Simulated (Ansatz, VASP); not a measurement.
One calculation of GaN, two programs

```xyz
4
Lattice="3.1800 0.0000 0.0000 -1.5900 2.7540 0.0000 0.0000 0.0000 5.1660" Properties=species:S:1:pos:R:3 pbc="T T T"
Ga    0.0000    1.8360   -0.0053
Ga    1.5900    0.9180    2.5777
N     0.0000    1.8360    1.9426
N     1.5900    0.9180    4.5256
```

Alike in both runs: functional PBE; k mesh 12 × 12 × 6; occupations gaussian, width 0.02 eV; no spin polarisation.

Ansatz relaxed the structure, and its values are those at the end. VASP's run is a single point on that final structure, the one shown.

|  | VASP | Ansatz |
| --- | --- | --- |
| version | VASP 6.6.1 | Ansatz 0.2.0 |
| potentials or method | VASP PAW PBE potentials, release 64 (Ga_d, N) | scalar-relativistic, plane waves, PAW |
| plane-wave cutoff (eV) | 520 | 420 |
| valence electrons in the cell | 36 | 36 |

|  | VASP | Ansatz | Ansatz less VASP |
| --- | --- | --- | --- |
| gap on the k mesh at the Fermi level (eV) | 1.99 | 1.98 | -0.008 |
| least direct gap on the mesh (eV) | 1.99 | 1.98 | -0.008 |
| pressure (GPa) | 7.3 | 7.3 | -0.02 |

The functional is the same, so the differences come from potentials, cutoffs and numerics. Ansatz warned: «stress_scf_threshold_loose».
